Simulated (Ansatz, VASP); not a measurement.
# Two plane-wave programs on SiC (Moissanite 3C)

File INCAR:

```
SYSTEM = SiC
ALGO = Normal ; EDIFF = 1E-6
EDIFFG = -0.005 ; ENCUT = 600
GGA = PS ; IBRION = 2
ISIF = 3 ; ISMEAR = 0
LASPH = .TRUE. ; LCHARG = .FALSE.
LREAL = .FALSE. ; LWAVE = .FALSE.
NELM = 80 ; NSW = 100
PREC = Accurate ; SIGMA = 0.02
```

File KPOINTS:

```
k-points
0
G
  10 10 10
  0 0 0
```

Contents of POSCAR:

```
SiC
1.0
    0.0000000000      2.1790000000      2.1790000000
    2.1790000000      0.0000000000      2.1790000000
    2.1790000000      2.1790000000      0.0000000000
Si C
1 1
Direct
    0.0000000000      0.0000000000      0.0000000000
    0.2500000000      0.2500000000      0.2500000000
```

Input for Ansatz:

```yaml
crystal:
  lattice:
    - [0.0, 2.179, 2.179]
    - [2.179, 0.0, 2.179]
    - [2.179, 2.179, 0.0]
  atoms:
    - { symbol: Si, position: [0.0, 0.0, 0.0] }
    - { symbol: C, position: [0.25, 0.25, 0.25] }
basis:
  ecutwfc: 420
kpoints:
  mp_grid: { grid: [10, 10, 10] }
hamiltonian:
  xc: pbesol
scf:
  occupations: { method: gaussian, width: 0.02 }
output:
  forces: true
  stress: true
  eigenvalues: true
  write_density: true
  write_potential: true
  elf: true
  volumetric_format: npy
relax:
  adjacent_minimum: "off"
  f_tol: 0.005
  max_steps: 80
  cell: { stress_tol: 0.05 }
```

Alike in both runs: task relaxation of cell and atoms; functional PBEsol; k mesh 10 × 10 × 10; occupations gaussian, width 0.02 eV; no spin polarisation.

|  | VASP | Ansatz |
| --- | --- | --- |
| version | VASP 6.6.1 | Ansatz 0.2.0 |
| potentials or method | VASP PAW PBE potentials, release 64 (Si, C) | scalar-relativistic, plane waves, PAW |
| plane-wave cutoff (eV) | 600 | 420 |
| valence electrons in the cell | 8 | 8 |

```csv
,VASP,Ansatz,Ansatz less VASP
"gap on the k mesh at the Fermi level, each at its own relaxed structure (eV)",1.23,1.24,+0.009
relaxed volume (Å³/atom),10.35,10.34,-0.008
relaxed cell length with the largest relative difference (Å),3.082,3.081,-0.0008
```

Caveats: the relaxation stopped at its first step, so nothing moved; the PAW data sets were made with another functional, which shifts forces and pressure a little (VASP). A k mesh can miss the band edges.
